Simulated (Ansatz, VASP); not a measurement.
**One calculation of Hf, two programs**

```xyz
1
Lattice="-1.8050 1.8050 1.8050 1.8050 -1.8050 1.8050 1.8050 1.8050 -1.8050" Properties=species:S:1:pos:R:3 pbc="T T T"
Hf    0.0000    0.0000    0.0000
```

Alike in both runs: functional PBEsol; k mesh 8 × 8 × 8; occupations fermi-dirac, width 0.05 eV; no spin polarisation.

```csv
,VASP,Ansatz
version,VASP 6.6.1,Ansatz 0.2.0
potentials or method,"VASP PAW PBE potentials, release 64 (Hf_pv), cutoff 520 eV","all-electron LAPW, scalar-relativistic"
task,single point,band structure
```

Ansatz gave:

- gap on the k mesh at the Fermi level (eV): none
- pressure (GPa): -9.3

Q: What did VASP give for the same quantities?

A: gap on the k mesh at the Fermi level (eV): none; pressure (GPa): -9.6.

A gap of «none» marks a metal or a gap that the smearing closes. Ansatz ran all-electron here, so the differences hold the error of VASP's frozen core and of both bases.

Caveats: the PAW data sets were made with another functional, which shifts forces and pressure a little (VASP); the k mesh is thin for a metal, which can move the energy by tens of meV per atom (Ansatz); spin-orbit coupling is left out, which moves the levels of the heavy elements (Ansatz). The runs have no spin-orbit coupling, so splittings on Hf are missing.
